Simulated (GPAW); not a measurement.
The system is LiH.

```
CELL_PARAMETERS angstrom
0.00000 2.03675 2.03675
2.03675 0.00000 2.03675
2.03675 2.03675 0.00000
ATOMIC_POSITIONS crystal
Li 0.00000 0.00000 0.00000
H 0.50000 0.50000 0.50000
```

```yaml
Program: GPAW 26.7.0
Task: single point
Functional: PBEsol
Potentials_or_basis: PAW data sets generated in the run's folder for this functional
Cutoff: 800 eV
Basis: pw
k_mesh: 11 × 11 × 11
Occupations: fermi-dirac, width 0.05 eV
Spin: no spin polarisation
```

On this cell: pressure -2.2 GPa; largest force zero by symmetry; band gap on the k mesh 2.98 eV, direct.

The same run follows on a disturbed copy (atoms moved at random, drawn with an rms of 0.05 Å):

```xyz
2
Lattice="0.0000 2.0368 2.0368 2.0368 0.0000 2.0368 2.0368 2.0368 0.0000" Properties=species:S:1:pos:R:3 pbc="T T T"
Li   -0.0071    0.0257    0.0170
H     2.0424    2.0395    2.0262
```

Task: What changes?

Result: The energy moves by +0.4 meV/atom; pressure -2.1 GPa; largest force 0.039 eV/Å; band gap on the k mesh 2.98 eV, direct.

Forces in eV/Å, atoms in the order of the input:
```
Li   0.013 -0.023 -0.028
H   -0.013  0.023  0.028
```

Caveats: an odd mesh through Γ misses points on the zone boundary, where band edges often lie.
